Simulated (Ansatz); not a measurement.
The system is Ge.

```xyz
2
Lattice="1.4881 -2.5947 0.0000 1.4881 2.5947 0.0000 0.0000 0.0000 4.7276" Properties=species:S:1:pos:R:3 pbc="T T T"
Ge    1.4881    0.8643    1.1819
Ge    1.4881   -0.8643    3.5457
```

This isn't the form of Ge at room conditions, which is diamond.

```yaml
Program: Ansatz 0.2.0
Task: relaxation of cell and atoms
Functional: BLYP
Dispersion: D3(BJ)
Potentials_or_basis: Ansatz PAW
Cutoff: "420 eV (not typed: the program's choice for these potentials)"
k_mesh: 10 × 10 × 6
Occupations: fermi-dirac, width 0.05 eV
Spin: no spin polarisation
```

At the start: volume 18.25 Å³/atom.

**Question.** How do energy, volume and symmetry change on relaxing?

**Answer.** It ends after 9 steps and the volume is 19.27 Å³/atom (+5.6 %); space group P6_3/mmc (No. 194, to 0.05 Å).

Step by step:
```
step  energy change (eV)  largest force (eV/Å)  volume (Å³)
   1              0.0000                0.0009        36.51
   2             -0.0236                0.0019        39.48
   3             -0.0264                0.0015        38.91
   4             -0.0267                0.0010        38.22
   5             -0.0271                0.0022        38.61
   6             -0.0271                0.0025        38.56
   7             -0.0271                0.0034        38.54
   8             -0.0271                0.0045        38.54
   9             -0.0278                0.0045        38.54
```

Final structure:
```
CELL_PARAMETERS angstrom
1.50107 -2.62427 0.00000
1.50107 2.62427 0.00000
0.00000 0.00000 4.89147
ATOMIC_POSITIONS crystal
Ge 0.33177 0.66823 0.25000
Ge 0.66823 0.33177 0.75000
```

Caveat: the plane-wave basis is chosen anew once the cell has moved, so the energies of steps on either side of that aren't comparable; pairwise dispersion overbinds metals, which lowers pressure and volume; the PAW data sets come from PBE, with cores solved anew for the run's functional, which leaves a small shift of forces and pressure.
